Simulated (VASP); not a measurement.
Wanted: the native input for a VASP 6.6.1 run.

| Item | Value |
| --- | --- |
| Task | single point |
| Functional | r2SCAN |
| Potentials or basis | VASP PAW PBE potentials, release 64 (Mn_pv, S) |
| Cutoff | 520 eV |
| k mesh | 5 × 5 × 4 |
| Occupations | gaussian, width 0.05 eV |
| Spin | collinear spin, zero start |
| Starting moments | [0.0, 0.0, 0.0, 0.0] μB |
| Further INCAR settings | ALGO = Normal; EDIFF = 1e-07; NBANDS = 31 |

The structure of MnS lies in POSCAR:

```
MnS
1.0
    4.3056791600      0.0000000000      0.0000000000
    0.0000000000      4.3056791600      0.0000000000
    0.0000000000      0.0000000000      5.3605806400
Mn S
2 2
Direct
    0.0000000000      0.5000000000      0.0000000000
    0.5000000000      0.0000000000      0.5000000000
    0.0000000000      0.0000000000      0.2500000000
    0.0000000000      0.0000000000      0.7500000000
```

Measurements of this composition are mostly on another form, of space group No. 225.

One way to write it, as run:

INCAR

```
SYSTEM = MnS
PREC = Accurate ; ENCUT = 520
EDIFF = 1E-7 ; ISMEAR = 0
SIGMA = 0.05 ; LREAL = .False.
LASPH = .True. ; NELM = 150
ALGO = Normal ; ISIF = 2
LWAVE = .False. ; LCHARG = .False.
ISPIN = 2 ; MAGMOM = 0 0 0 0
LORBIT = 11 ; LMAXMIX = 4
METAGGA = R2SCAN ; LMIXTAU = .True.
NBANDS = 31
```

KPOINTS

```
Automatic mesh
0
Gamma
  5 5 4
  0 0 0
```

Potentials or basis: VASP PAW PBE potentials, release 64 (Mn_pv, S).

The run is started by

```sh
$ cat potpaw_PBE.64/Mn_pv/POTCAR potpaw_PBE.64/S/POTCAR > POTCAR
$ mpirun -np 1 vasp_std > vasp.out
```

Results of the run:

```yaml
Pressure: -17.9 GPa
Band_gap_on_the_k_mesh: none (metal or under the smearing width)
Net_moment: 0.00 μB per cell
Valence_electrons_inside_the_program's_atomic_spheres: Mn 11.40; S 3.60
```

Caveat: so large a pressure means that the cell lies far from this level's equilibrium, or that cutoff or potentials fall short; the potentials were made for another functional, which shifts forces and pressure; semilocal functionals often make such compounds metallic where correlation or magnetic order opens a gap, which also shifts bond lengths.

It took 5.1 min on 1 thread of Intel(R) Xeon(R) 6975P-C (Granite Rapids), with other jobs on the host, peak memory 0.31 GiB.
